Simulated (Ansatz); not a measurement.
**AlGaN2: strain energy, fitted**

AlGaN2, P-4m2, a = 3.115 Å, c = 4.384 Å. The structure is a Materials Project entry; whether it is the stable form wasn't checked. Ansatz: LDA, PAW, 420 eV, Γ-centred 8×8×6 mesh on 4 atoms, Gaussian smearing 0.02 eV; no spin polarisation. Series: strain along c alone, the other axes held, atoms relaxed; x is the strain in per cent. y is the free energy over the unstrained cell, V0 = 10.637 Å³/atom.

| x (%) | y (meV/atom) |
| --- | --- |
| -6.0 | ? |
| -4.0 | 15.58 |
| -2.0 | 3.87 |
| 0.0 | 0.00 |
| 2.0 | 3.81 |
| 4.0 | 15.13 |
| 6.0 | 33.75 |

**Question.** Fit y = c2 x² + c3 x³ to the other rows, turn c2 into a modulus, and predict the missing energy.

**Answer.** Least squares on the rows shown. y = 0.95942 x² − 0.0036326 x³. In eV per unit strain² c2 is 9.594; this is C33 with relaxed ions (E = ½ C33 V0 ε²): 2 × 9.594 × 160.2 / (10.637) = 289 GPa. At x = -6.0 the fit asked for gives 35.32 meV/atom. The run gave 35.31 meV/atom, so the fit is 0.01 meV/atom too high, within twice the rms miss on the fitted rows (0.006 meV/atom).